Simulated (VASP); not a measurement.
Runs of VASP 6.6.1 on BeSe. The structure is cubic, space group F-43m (No. 216). Conventional cell: a = 5.070 Å, b = 5.070 Å, c = 5.070 Å, α = 90.00°, β = 90.00°, γ = 90.00°. Be (site symmetry -43m) is surrounded by 4 Se at 2.20 Å. Se (site symmetry -43m) has 4 Be at 2.20 Å as nearest neighbours. 

```csv
task,cell,gap on the mesh (eV),pressure (GPa)
relaxation of the atoms,atoms relaxed from: a relaxed cell with its volume scaled by 1.04,(a),-2.9
relaxation of the atoms,atoms relaxed from: a relaxed cell with its volume scaled by 0.98,2.41,1.7
relaxation of the atoms,atoms relaxed from: a relaxed cell with its volume scaled by 1.02,2.50,-1.5
relaxation of the atoms,atoms relaxed from: a relaxed cell with its volume scaled by 1.06,(b),-4.1
relaxation of the atoms,atoms relaxed from: a relaxed cell with its volume scaled by 0.96,2.37,3.5
relaxation of the atoms,atoms relaxed from: a relaxed cell with its volume scaled by 0.94,2.31,5.6
relaxation of cell and atoms,relaxed,2.46,0.0
relaxation of the atoms,atoms relaxed,2.46,0.0
```

Alike in all rows: level PBEsol; potentials or basis VASP PAW PBE potentials, release 64 (Be, Se); no spin polarisation; k mesh 10 × 10 × 10; cutoff (eV) 600; smearing gaussian 0.03 eV.

Question: Estimate the missing entries.

Answer: (a) 2.54; (b) 2.58.

Caveats: the PAW data sets were made with another functional, which shifts forces and pressure a little; the relaxation stopped at its first step, so nothing moved (some runs).

A k mesh can miss the band edges, and the runs leave out spin-orbit coupling on Se.
